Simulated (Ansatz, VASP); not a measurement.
# Two plane-wave programs on MgI2

```
Mg I
1.0
     4.31653    0.00000    0.00000
    -2.15827    3.73823    0.00000
     0.00000    0.00000    8.01472
Mg I
1 2
Cartesian
  0.0000 0.0000 0.0000
  0.0000 2.4922 6.4216
  2.1583 1.2461 1.5931
```

Alike in both runs: task single point; functional PBE; k mesh 6 × 6 × 4; occupations gaussian, width 0.05 eV; no spin polarisation.

|  | VASP | Ansatz |
| --- | --- | --- |
| version | VASP 6.6.1 | Ansatz 0.2.0 |
| potentials or method | VASP PAW PBE potentials, release 64 (Mg, I) | scalar-relativistic, plane waves, PAW |
| plane-wave cutoff (eV) | 520 | 520 |
| valence electrons in the cell | 16 | 44 |

```tsv
	VASP	Ansatz	Ansatz less VASP
gap on the k mesh at the Fermi level (eV)	3.70	3.71	+0.016
least direct gap on the mesh (eV)	3.73	3.75	+0.015
pressure (GPa)	-0.3	-0.2	+0.05
largest component of the traceless stress (GPa)	0.94	0.94	-0.005
rms of the force components (eV/Å)	0.088	0.092	+0.0044
```

Atom by atom the forces differ by 0.004 eV/Å (rms over components). The two sets of potentials don't hold the same shells in valence.

Caveats: spin-orbit coupling is left out, which moves the levels of the heavy elements; this functional lacks dispersion, which binds the layers, so the pressure and a relaxed spacing across them are unreliable. A k mesh can miss the band edges.
